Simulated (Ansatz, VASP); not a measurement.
Two plane-wave programs on B

```
B
1.0
     1.65136    0.00000    0.00000
    -0.82568    1.43012    0.00000
     0.00000    0.00000    3.58089
B
1
Direct
  0.00000 0.00000 0.00000
```

Change from the starting cell: strain -0.030 along x and y, -0.015 along z, atoms carried along.

Alike in both runs: task single point; functional PBEsol; k mesh 33 × 33 × 14; occupations gaussian, width 0.15 eV; no spin polarisation.

|  | VASP | Ansatz |
| --- | --- | --- |
| version | VASP 6.6.1 | Ansatz 0.2.0 |
| potentials or method | VASP PAW PBE potentials, release 64 (B) | scalar-relativistic, plane waves, PAW |
| plane-wave cutoff (eV) | 520 | 420 |
| valence electrons in the cell | 3 | 3 |

Ansatz gave:

```
gap on the k mesh at the Fermi level (eV)       : none
pressure (GPa)                                  : 21.5
largest component of the traceless stress (GPa) : 21.94
```

Problem. Which values does VASP return?

Solution. gap on the k mesh at the Fermi level (eV): none; pressure (GPa): 21.7; largest component of the traceless stress (GPa): 22.32.

A gap of «none» marks a metal or a gap that the smearing closes.

Caveats: so large a pressure means that the cell lies far from this level's equilibrium, or that cutoff or potentials fall short (VASP); the potentials were made for another functional, which shifts forces and pressure (VASP).
